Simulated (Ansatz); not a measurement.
Input of an Ansatz 0.2.0 run:

File input.yaml:

```yaml
crystal:
  lattice:
    - [1.45, -4.065, 0.0]
    - [1.45, 4.065, 0.0]
    - [0.0, 0.0, 3.17]
  atoms:
    - { symbol: Ga, position: [0.133, 0.867, 0.75] }
    - { symbol: Ga, position: [0.867, 0.133, 0.25] }
kpoints:
  mp_grid: { grid: [10, 10, 8] }
scf:
  occupations: { method: fermi_dirac, width: 0.05 }
hamiltonian:
  xc: pbesol
  pseudopotentials: { kind: all_electron, lapw: { basis_error: 0.001 } }
output:
  forces: true
  stress: true
relax:
  f_tol: 0.01
  max_steps: 60
  cell: {}
```

Potentials or basis: all-electron LAPW, scalar-relativistic.

Command:

```console
$ ansatz run input.yaml --threads 1 --pin off --max-ram 3072MiB --backend cpu --events-out ev --progress --plain --runs-dir out
```

Q: Estimate the relaxed cell.

A: a = 4.254 Å, b = 4.254 Å, c = 3.169 Å, α = 90.00°, β = 90.00°, γ = 141.26°.

Q: What does it give for the relaxed volume?

A: 17.95 Å³/atom.

Q: What does it give for the space group after relaxing (to 0.05 Å)?

A: Cmcm (No. 63).

Final structure:
```yaml
crystal:
  lattice:
    - [1.41105, -4.01332, 0.00000]
    - [1.41105, 4.01332, 0.00000]
    - [0.00000, 0.00000, 3.16898]
  atoms:
    - { symbol: Ga, position: [0.13519, 0.86481, 0.75000] }
    - { symbol: Ga, position: [0.86481, 0.13519, 0.25000] }
```
